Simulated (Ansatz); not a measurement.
## Cost and result for the equilibrium volume of Cu

**What was measured.** The equilibrium volume of Cu (Copper) (Fm-3m) is reported as 11.81 Å³/atom at 298 K (pmc:10490242, doi:10.3390/nano13172448). The runs below try to reproduce it.

```xyz
1
Lattice="0.0000 1.8075 1.8075 1.8075 0.0000 1.8075 1.8075 1.8075 0.0000" Properties=species:S:1:pos:R:3 pbc="T T T"
Cu    0.0000    0.0000    0.0000
```

```csv
rung,level,program and potentials,cutoff (eV),k mesh,smearing,task,core time,chip,equilibrium volume (Å³/atom),miss,notes
GGA,PBE,"Ansatz, Ansatz PAW",420,13 × 13 × 13,fermi-dirac 0.05,equation of state,6.7 s,Arm Neoverse V2,11.95,+1.2 %,-
GGA + dispersion,PBEsol+D3(BJ),"Ansatz, Ansatz PAW",420,13 × 13 × 13,fermi-dirac 0.05,relaxation of cell and atoms,7.3 s,Arm Neoverse V2,10.81,-8.5 %,"potentials made for PBE, which Ansatz adapts in part"
GGA + dispersion,revPBE+D3(BJ),"Ansatz, Ansatz PAW",420,13 × 13 × 13,fermi-dirac 0.05,relaxation of cell and atoms,8.7 s,Intel Xeon Platinum 8259CL Skylake/Cascade Lake,10.99,-6.9 %,"potentials made for PBE, which Ansatz adapts in part"
GGA + dispersion,PBEsol+D4,"Ansatz, Ansatz PAW",420,13 × 13 × 13,fermi-dirac 0.05,relaxation of cell and atoms,10 s,Arm Neoverse V2,11.03,-6.6 %,"potentials made for PBE, which Ansatz adapts in part"
GGA + dispersion,PBEsol+D3(BJ)+ATM,"Ansatz, Ansatz PAW",420,13 × 13 × 13,fermi-dirac 0.05,relaxation of cell and atoms,10 s,Arm Neoverse V2,10.95,-7.3 %,"potentials made for PBE, which Ansatz adapts in part"
GGA,PBE,"Ansatz, Ansatz PAW (files of its older set among them)",700,13 × 13 × 13,fermi-dirac 0.05,equation of state,13 s,Arm Neoverse V2,11.94,+1.1 %,-
GGA,PBE,"Ansatz, SPMS NC",952,13 × 13 × 13,fermi-dirac 0.05,equation of state,17 s,Arm Neoverse V2,11.95,+1.2 %,-
GGA,PBE,"Ansatz, SSSP efficiency PAW",1225,13 × 13 × 13,fermi-dirac 0.05,equation of state,17 s,Arm Neoverse V2,11.95,+1.2 %,-
GGA,PBE,"Ansatz, Ansatz NC",1252,13 × 13 × 13,fermi-dirac 0.05,equation of state,22 s,Arm Neoverse V2,11.95,+1.2 %,-
GGA,PBE,"Ansatz, PseudoDojo standard",1252,13 × 13 × 13,fermi-dirac 0.05,equation of state,23 s,Arm Neoverse V2,11.93,+1.0 %,-
GGA,PBE,"Ansatz, JTH PAW",1350,13 × 13 × 13,fermi-dirac 0.05,equation of state,26 s,Arm Neoverse V2,11.94,+1.1 %,-
GGA,PBE,"Ansatz, PseudoDojo stringent",1415,13 × 13 × 13,fermi-dirac 0.05,equation of state,31 s,Arm Neoverse V2,11.93,+1.0 %,-
```

Times are single runs on shared hosts and different chips, so they are rough; meshes, cutoffs and the tasks' sizes weigh on the time. All rows: no spin polarisation. Smearing widths are in eV. For a metal such meshes aren't converged. Meshes are those of the run's cell of 1 atom unless a note names another. Relaxations start from the cell shown or near it and stop with a little pressure left. Misses use the values as printed. Runs on faulty files, with rough fits or with known faults for this quantity aren't shown. No row holds spin-orbit coupling.

By rung: GGA 11.93 to 11.95; GGA + dispersion 10.81 to 11.03 (Å³/atom). Measured: 11.81 Å³/atom at 298 K (pmc:10490242, doi:10.3390/nano13172448). Closest is PBE with Ansatz, PseudoDojo standard (+1.0 %). The runs are for a static lattice, while measurements hold temperature and zero-point motion.

PBE places the equilibrium volume of copper slightly too high, and its spread of 11.93 to 11.95 Å³/atom across quite different potentials suggests that the remaining error belongs mainly to the functional. The differences are too small to rank the potentials by accuracy. Vibrational expansion would raise the static volumes, so PBE's underlying overestimate is probably somewhat larger than listed, and the shortfall of the dispersion-corrected runs somewhat smaller.

Those runs all overcontract the lattice. Copper is held together by delocalised sp electrons and their hybridisation with the d shell, which a semilocal functional already largely describes. Pairwise attraction built from atom-like polarisabilities misses much of the metallic screening and probably overbinds. Within PBEsol+D3(BJ), the three-body term raises the volume from 10.81 to 10.95 Å³/atom, as expected from its repulsive character in a close-packed lattice, but recovers only a small part of the shortfall. Without bare PBEsol and revPBE results, the full contraction due to dispersion can't be separated from the choice of functional.
